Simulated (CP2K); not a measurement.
# CrO2 (P-3m1) in CP2K: single point with LDA+U

Aim: the single point of CrO2 with LDA+U.

Everything below comes from runs of CP2K 2026.2. Logs are shortened: lines on timing, memory, paths and dates and some standing lists are left out, and cuts for length are marked.

**1. The cell of the first run**

It takes space group P-3m1 (No. 164, trigonal). Conventional cell: a = 2.780 Å, b = 2.780 Å, c = 4.485 Å, α = 90.00°, β = 90.00°, γ = 120.00°. Cr (site symmetry -3m) has 6 O at 1.96 Å as nearest neighbours. Around O (site symmetry 3m) lie 3 Cr at 1.96 Å.

Measurements of this composition are mostly on another form, of space group No. 136.

**2. Single point, LDA+U, collinear spin, antiferromagnetic start (cell doubled along its first vector)**

cro2_scf.inp reads:

```
&GLOBAL
  PROJECT cro2_scf
  RUN_TYPE ENERGY_FORCE
  PRINT_LEVEL LOW
&END GLOBAL
&FORCE_EVAL
  METHOD QS
  STRESS_TENSOR ANALYTICAL
  &DFT
    BASIS_SET_FILE_NAME BASIS_MOLOPT
    POTENTIAL_FILE_NAME GTH_POTENTIALS
    UKS T
    MULTIPLICITY 1
    PLUS_U_METHOD LOWDIN
    &MGRID
      CUTOFF 600
      REL_CUTOFF 60
      NGRIDS 5
    &END MGRID
    &QS
      METHOD GPW
      EPS_DEFAULT 1.0E-9
    &END QS
    &SCF
      SCF_GUESS ATOMIC
      EPS_SCF 2.0E-5
      MAX_SCF 25
      &OT ON
        MINIMIZER DIIS
        PRECONDITIONER FULL_ALL
        ENERGY_GAP 0.002
      &END OT
      &OUTER_SCF ON
        EPS_SCF 2.0E-5
        MAX_SCF 5
      &END OUTER_SCF
    &END SCF
    &XC
      &XC_FUNCTIONAL
        &LDA_X
        &END LDA_X
        &LDA_C_PW
        &END LDA_C_PW
      &END XC_FUNCTIONAL
    &END XC
    &PRINT
      &MULLIKEN ON
      &END MULLIKEN
      &MO_CUBES ON
        NHOMO 1
        NLUMO 4
        WRITE_CUBE F
      &END MO_CUBES
      &E_DENSITY_CUBE ON
        STRIDE 2
      &END E_DENSITY_CUBE
      &V_HARTREE_CUBE ON
        STRIDE 2
      &END V_HARTREE_CUBE
      &ELF_CUBE ON
        STRIDE 2
      &END ELF_CUBE
    &END PRINT
  &END DFT
  &SUBSYS
    &CELL
      A 5.5597569400 0.0000000000 0.0000000000
      B -1.3899392400 2.4074453800 0.0000000000
      C 0.0000000000 0.0000000000 4.4845209400
      PERIODIC XYZ
      MULTIPLE_UNIT_CELL 1 2 1
    &END CELL
    &COORD
      SCALED
      Cr1 0.0000000000 0.0000000000 0.0000000000
      Cr2 0.5000000000 0.0000000000 0.0000000000
      O   0.1666666667 0.6666666667 0.2520000000
      O   0.6666666667 0.6666666667 0.2520000000
      O   0.3333333333 0.3333333333 0.7480000000
      O   0.8333333333 0.3333333333 0.7480000000
    &END COORD
    &TOPOLOGY
      MULTIPLE_UNIT_CELL 1 2 1
    &END TOPOLOGY
    &KIND Cr1
      ELEMENT Cr
      BASIS_SET DZVP-MOLOPT-SR-GTH-q14
      POTENTIAL GTH-PADE-q14
      MAGNETIZATION 2.0
      &DFT_PLUS_U
        L 2
        U_MINUS_J [eV] 4.0
        &ENFORCE_OCCUPATION ON
          NELEC 1 1
          ORBITALS -1 1 2 -2 0
          MAX_SCF 8
          EPS_SCF 1.0E-12
          SMEAR F
        &END ENFORCE_OCCUPATION
      &END DFT_PLUS_U
    &END KIND
    &KIND Cr2
      ELEMENT Cr
      BASIS_SET DZVP-MOLOPT-SR-GTH-q14
      POTENTIAL GTH-PADE-q14
      MAGNETIZATION -2.0
      &DFT_PLUS_U
        L 2
        U_MINUS_J [eV] 4.0
        &ENFORCE_OCCUPATION ON
          NELEC 1 1
          ORBITALS -1 1 2 -2 0
          MAX_SCF 8
          EPS_SCF 1.0E-12
          SMEAR F
        &END ENFORCE_OCCUPATION
      &END DFT_PLUS_U
    &END KIND
    &KIND O
      BASIS_SET DZVP-MOLOPT-SR-GTH-q6
      POTENTIAL GTH-PADE-q6
    &END KIND
    &PRINT
      &ATOMIC_COORDINATES ON
      &END ATOMIC_COORDINATES
      &CELL ON
      &END CELL
    &END PRINT
  &END SUBSYS
  &PRINT
    &FORCES ON
    &END FORCES
    &STRESS_TENSOR ON
    &END STRESS_TENSOR
  &END PRINT
&END FORCE_EVAL
```

Potentials or basis: GTH_POTENTIALS Cr GTH-PADE-q14, O GTH-PADE-q6; DZVP-MOLOPT-SR-GTH basis.

Run with:

```sh
> OMP_NUM_THREADS=4 cp2k.psmp -i cro2_scf.inp -o cro2_scf.out
```

cro2_scf.out:

```text

 CP2K| version string:                                       CP2K version 2026.2
 CP2K| Input file name                                              cro2_scf.inp

 GLOBAL| Force Environment number                                              1
 GLOBAL| Basis set file name                                        BASIS_MOLOPT
 GLOBAL| Potential file name                                      GTH_POTENTIALS
 GLOBAL| MM Potential file name                                     MM_POTENTIAL
 GLOBAL| Coordinate file name                                      __STD_INPUT__
 GLOBAL| Method name                                                        CP2K
 GLOBAL| Project name                                                   cro2_scf
 GLOBAL| Run type                                                   ENERGY_FORCE
 GLOBAL| FFT library                                                       FFTW3
[... 5 lines left out ...]
 GLOBAL| Global print level                                                  LOW
 GLOBAL| Total number of message passing processes                             1
 GLOBAL| Number of threads for this process                                    4
 GLOBAL| CPU model name            Intel(R) Xeon(R) Platinum 8375C CPU @ 2.90GHz

 CELL_UC| Volume [angstrom^3]:                                         60.024466
 CELL_UC| Vector a [angstrom]     5.560     0.000     0.000   |a| =     5.559757
 CELL_UC| Vector b [angstrom]    -1.390     2.407     0.000   |b| =     2.779878
 CELL_UC| Vector c [angstrom]     0.000     0.000     4.485   |c| =     4.484521
 CELL_UC| Angle (b,c), alpha [degree]:                                 90.000000
 CELL_UC| Angle (a,c), beta  [degree]:                                 90.000000
 CELL_UC| Angle (a,b), gamma [degree]:                                120.000000
 CELL_UC| Numerically orthorhombic:                                           NO
 CELL_UC| Periodicity                                                        XYZ

 CELL| Volume [angstrom^3]:                                           120.048932
 CELL| Vector a [angstrom]:       5.560     0.000     0.000   |a| =     5.559757
 CELL| Vector b [angstrom]:      -2.780     4.815     0.000   |b| =     5.559757
 CELL| Vector c [angstrom]:       0.000     0.000     4.485   |c| =     4.484521
 CELL| Angle (b,c), alpha [degree]:                                    90.000000
 CELL| Angle (a,c), beta  [degree]:                                    90.000000
 CELL| Angle (a,b), gamma [degree]:                                   120.000000
 CELL| Numerically orthorhombic:                                              NO
 CELL| Periodicity                                                           XYZ

 CELL_REF| Volume [angstrom^3]:                                       120.048932
 CELL_REF| Vector a [angstrom     5.560     0.000     0.000   |a| =     5.559757
 CELL_REF| Vector b [angstrom    -2.780     4.815     0.000   |b| =     5.559757
 CELL_REF| Vector c [angstrom     0.000     0.000     4.485   |c| =     4.484521
 CELL_REF| Angle (b,c), alpha [degree]:                                90.000000
 CELL_REF| Angle (a,c), beta  [degree]:                                90.000000
 CELL_REF| Angle (a,b), gamma [degree]:                               120.000000
 CELL_REF| Numerically orthorhombic:                                          NO
 CELL_REF| Periodicity                                                       XYZ
[... 9 lines left out ...]
 TOTAL NUMBERS AND MAXIMUM NUMBERS

  Total number of            - Atomic kinds:                                   3
                             - Atoms:                                         12
                             - Shell sets:                                    12
                             - Shells:                                        72
                             - Primitive Cartesian functions:                 64
                             - Cartesian basis functions:                    236
                             - Spherical basis functions:                    208

  Maximum angular momentum of- Orbital basis functions:                        3
                             - Local part of the GTH pseudopotential:          2
                             - Non-local part of the GTH pseudopotential:      3

 MODULE QUICKSTEP: ATOMIC COORDINATES IN ANGSTROM

   Atom Kind Element         X             Y             Z       Z(eff)     Mass
      1    1 Cr   24      0.000000      0.000000      0.000000  14.0000  51.9961
      2    2 Cr   24      2.779878      0.000000      0.000000  14.0000  51.9961
      3    3 O     8     -0.000000      1.604964      1.130099   6.0000  15.9994
      4    3 O     8      2.779878      1.604964      1.130099   6.0000  15.9994
      5    3 O     8      1.389939      0.802482      3.354422   6.0000  15.9994
      6    3 O     8      4.169818      0.802482      3.354422   6.0000  15.9994
      7    1 Cr   24     -1.389939      2.407445      0.000000  14.0000  51.9961
      8    2 Cr   24      1.389939      2.407445      0.000000  14.0000  51.9961
      9    3 O     8     -1.389939      4.012409      1.130099   6.0000  15.9994
     10    3 O     8      1.389939      4.012409      1.130099   6.0000  15.9994
     11    3 O     8     -0.000000      3.209927      3.354422   6.0000  15.9994
     12    3 O     8      2.779878      3.209927      3.354422   6.0000  15.9994

 SCF PARAMETERS         Density guess:                                    ATOMIC
                        --------------------------------------------------------
                        max_scf:                                              25
[... 139 lines left out ...]

  outer SCF iter =    2 RMS gradient =   0.20E-04 energy =       -475.1669286304
  outer SCF loop converged in   2 iterations or   40 steps

  Integrated spin density:                                         -0.0000000008
  Integrated absolute spin density:                                 7.6302476099
  Ideal and single determinant S**2 :                    0.000000       3.241497

 The sum of alpha and beta density is written in Cube    file format to the file:

 cro2_scf-ELECTRON_DENSITY-1_0.cube

 The spin density is written in Cube    file format to the file:

 cro2_scf-SPIN_DENSITY-1_0.cube

 !-----------------------------------------------------------------------------!
                     Mulliken Population Analysis

 #  Atom  Element  Kind  Atomic population (alpha,beta) Net charge  Spin moment
       1     Cr       1         7.574559     5.764914     0.660527     1.809645
       2     Cr       2         5.764918     7.574402     0.660680    -1.809484
       3     O        3         3.150360     3.179987    -0.330347    -0.029626
       4     O        3         3.179841     3.150359    -0.330200     0.029481
       5     O        3         3.179709     3.150461    -0.330170     0.029248
       6     O        3         3.150657     3.179833    -0.330490    -0.029177
       7     Cr       1         7.572987     5.766433     0.660580     1.806554
       8     Cr       2         5.766415     7.572870     0.660715    -1.806455
       9     O        3         3.150523     3.179804    -0.330326    -0.029281
      10     O        3         3.179860     3.150624    -0.330485     0.029236
      11     O        3         3.179866     3.150402    -0.330268     0.029464
      12     O        3         3.150306     3.179909    -0.330215    -0.029604
 # Total charge and spin       52.000000    52.000000     0.000000     0.000000

 !-----------------------------------------------------------------------------!

  Eigenvalues of the occupied subspace spin            1
 ---------------------------------------------
      -2.48355684     -2.48196733     -2.41023275     -2.40864465
      -1.40211255     -1.40163590     -1.38955679     -1.38281853
      -1.37920486     -1.37829805     -1.32790013     -1.32137355
      -1.31962202     -1.31840379     -1.31067760     -1.30980952
      -0.44109687     -0.38094334     -0.37204883     -0.37201783
      -0.37151523     -0.36965473     -0.36954966     -0.36842500
       0.01031191      0.02223046      0.02339955      0.04196204
       0.06058160      0.06472151      0.07802993      0.09419221
       0.10525335      0.10643115      0.10767268      0.10860723
       0.11211796      0.12887933      0.13126205      0.14905655
       0.14941388      0.14997261      0.17201848      0.17244595
       0.17245347      0.17386000      0.20199441      0.21012799
       0.21897826      0.22119162      0.22978187      0.24356510
 Fermi Energy [eV] :    6.627743

  Eigenvalues of the occupied subspace spin            2
 ---------------------------------------------
      -2.48364066     -2.48197498     -2.41016058     -2.40860702
      -1.40225980     -1.40160168     -1.38960730     -1.38285208
      -1.37930287     -1.37826475     -1.32784913     -1.32130883
      -1.31956978     -1.31835587     -1.31058824     -1.30979997
      -0.44110025     -0.38094952     -0.37205181     -0.37200927
      -0.37152967     -0.36965893     -0.36955029     -0.36843130
       0.01030670      0.02222303      0.02338680      0.04195869
       0.06056259      0.06471726      0.07803083      0.09417954
       0.10524853      0.10643035      0.10767092      0.10860745
       0.11212799      0.12888191      0.13126613      0.14905299
       0.14941979      0.14995911      0.17201514      0.17243598
       0.17244059      0.17386482      0.20197070      0.21011210
       0.21897182      0.22119036      0.22977699      0.24354522
 Fermi Energy [eV] :    6.627202

  Using OT eigensolver for additional unoccupied orbitals spin            1
  Lowest Eigenvalues of the unoccupied subspace spin            1
 -----------------------------------------------------
 OT| Eigensolver reached convergence in 179 iterations
       0.28207880      0.28667352      0.30719903      0.32457054

  Using OT eigensolver for additional unoccupied orbitals spin            2
  Lowest Eigenvalues of the unoccupied subspace spin            2
 -----------------------------------------------------
 OT| Eigensolver reached convergence in 207 iterations
       0.28207396      0.28668776      0.30718845      0.32456056

 HOMO - LUMO gap [eV] :    1.048011
 HOMO - LUMO gap [eV] :    1.048420

               ----- ELF is computed on the real space grid -----

 ELF is written in Cube    file format to the file:

 cro2_scf-ELF_S1-1_0.cube

 ELF is written in Cube    file format to the file:

 cro2_scf-ELF_S2-1_0.cube

 ENERGY| Total FORCE_EVAL ( QS ) energy [hartree]           -475.166893728097136

 FORCES| Atomic forces [hartree/bohr]
 FORCES|   Atom     x               y               z               |f|
 FORCES|      1  2.16401057E-02  2.54078618E-03  1.75411967E-03   2.18592476E-02
 FORCES|      2  2.15694663E-02  2.56993256E-03  1.75912566E-03   2.17931401E-02
 FORCES|      3  4.10383122E-03 -2.35605714E-02 -5.40869048E-02   5.91382721E-02
 FORCES|      4  2.75457289E-03 -2.40470938E-02 -5.35413890E-02   5.87582397E-02
 FORCES|      5 -4.08556746E-03  2.36334742E-02  5.41037831E-02   5.91815200E-02
 FORCES|      6 -2.75773210E-03  2.41325199E-02  5.33171311E-02   5.85892487E-02
 FORCES|      7 -1.38845024E-05  1.44430532E-05  1.65852944E-05   2.60087136E-05
 FORCES|      8  1.85150508E-05 -2.89723020E-05 -6.44527689E-06   3.49820380E-05
 FORCES|      9 -1.59782631E-02 -2.17659940E-02 -5.34076311E-02   5.98451205E-02
 FORCES|     10 -1.72876266E-02 -2.22515441E-02 -5.26784779E-02   5.97412360E-02
 FORCES|     11 -5.63189398E-03  1.91261799E-02  5.18197130E-02   5.55230730E-02
 FORCES|     12 -4.33153025E-03  1.96368461E-02  5.09504065E-02   5.47751020E-02
 FORCES| Sum    -6.79242431E-09  6.41956970E-09  1.61374747E-08
 FORCES| Total atomic force                                       1.86484850E-08

 STRESS| Analytical stress tensor [bar]
 STRESS|                        x                   y                   z
 STRESS|      x        9.00804345330E+04  -1.84864575201E+04   7.67182346469E+03
 STRESS|      y       -1.84864575201E+04  -1.06779451134E+03  -9.66189892971E+04
 STRESS|      z        7.67182346469E+03  -9.66189892971E+04  -3.19770439382E+05
 STRESS| 1/3 Trace                                            -7.69192664533E+04
 STRESS| Determinant                                          -6.73413552281E+14

 STRESS| Eigenvectors and eigenvalues of the analytical stress tensor [bar]
 STRESS|                        1                   2                   3
 STRESS| Eigenvalues  -3.46787171051E+05   2.02808854845E+04   9.57484862067E+04
 STRESS|      x          -0.005536093288      0.273726219021      0.961791717937
 STRESS|      y           0.268879897832      0.926793055592     -0.262217910616
 STRESS|      z           0.963157802342     -0.257154796040      0.078730290619
```

It took 95 s on 4 threads of Intel Xeon Platinum 8375C at 2.90GHz (Ice Lake), shared host; peak memory 0.38 GiB.

Results:

```
Free energy      : -12929.9487 eV
Pressure         : -7.7 GPa
Largest force    : 3.077 eV/Å
Net moment       : 0.00 μB per cell
Absolute moment  : 7.63 μB per cell
Site moments     : Cr +1.81, -1.81; O -0.03, +0.03 μB
Mulliken charges : Cr +0.66; O -0.33 e
```

Forces in eV/Å, atoms in the order of the input:
```
Cr   1.113  0.131  0.090
Cr   1.109  0.132  0.090
O    0.211 -1.212 -2.781
O    0.142 -1.237 -2.753
O   -0.210  1.215  2.782
O   -0.142  1.241  2.742
Cr  -0.001  0.001  0.001
Cr   0.001 -0.001  0.000
O   -0.822 -1.119 -2.746
O   -0.889 -1.144 -2.709
O   -0.290  0.984  2.665
O   -0.223  1.010  2.620
```

Stress tensor (GPa, compression positive):
```
  9.01  -1.85   0.77
 -1.85  -0.11  -9.66
  0.77  -9.66 -31.98
```

Caveat: a small supercell at the Gamma point samples the zone coarsely, so gaps, energies and pressures aren't converged; Mulliken charges move with the basis; the U acts on Lowdin populations of the Gaussian basis, so its size isn't that of plane-wave codes; the basis of atomic orbitals isn't converged, which shifts pressures, moduli and gaps; forces of over 1 eV/Å show positions far from the minimum, so gaps and moduli don't describe the material at rest.
